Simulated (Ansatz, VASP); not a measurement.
# Al in VASP and in Ansatz

INCAR

```
SYSTEM = Al
ALGO = Normal ; EDIFF = 1E-7
ENCUT = 520 ; GGA = PS
ISIF = 2 ; ISMEAR = 1
LASPH = .True. ; LCHARG = .False.
LREAL = .False. ; LWAVE = .False.
NBANDS = 8 ; NELM = 60
PREC = Accurate ; SIGMA = 0.15
```

File KPOINTS:

```
k-points
0
Gamma
  12 12 12
  0 0 0
```

POSCAR

```
Al
1.0
    2.7560720000      0.0000000000      0.0000000000
   -0.9186906379      2.5984496110      0.0000000000
   -0.9186906379     -1.2992247445      2.2503234088
Al
1
Direct
    0.0000000000      0.0000000000      0.0000000000
```

Input for Ansatz:

```yaml
crystal:
  lattice:
    - [2.756072, 0.0, 0.0]
    - [-0.9186906378915612, 2.5984496110246966, 0.0]
    - [-0.9186906378915612, -1.2992247444711322, 2.2503234088433417]
  atoms:
    - { symbol: Al, position: [0.0, 0.0, 0.0] }
basis:
  ecutwfc: 571.4391111657479
kpoints:
  mp_grid:
    grid: [12, 12, 12]
hamiltonian:
  xc: pbesol
  pseudopotentials:
    kind: paw
scf:
  occupations:
    method: cold
    width: 0.15
output:
  forces: true
  stress: true
```

This isn't the form of Al at room conditions, which is fcc.

Alike in both runs: task single point; functional PBEsol; k mesh 12 × 12 × 12; no spin polarisation.

```csv
,VASP,Ansatz
version,VASP 6.6.1,Ansatz 0.2.0
potentials or method,"VASP PAW PBE potentials, release 64 (Al)","plane waves, PAW"
plane-wave cutoff (eV),520,571
occupations,"methfessel-paxton of order 1, width 0.15 eV","cold, width 0.15 eV"
valence electrons in the cell,3,3
```

VASP gave:

| Property | Result |
| --- | --- |
| pressure (GPa) | 2.3 |

Question: Estimate Ansatz's values.

Answer: Pressure (GPa): 2.2.

Caveats: the PAW data sets were made with another functional, which shifts forces and pressure a little (VASP).
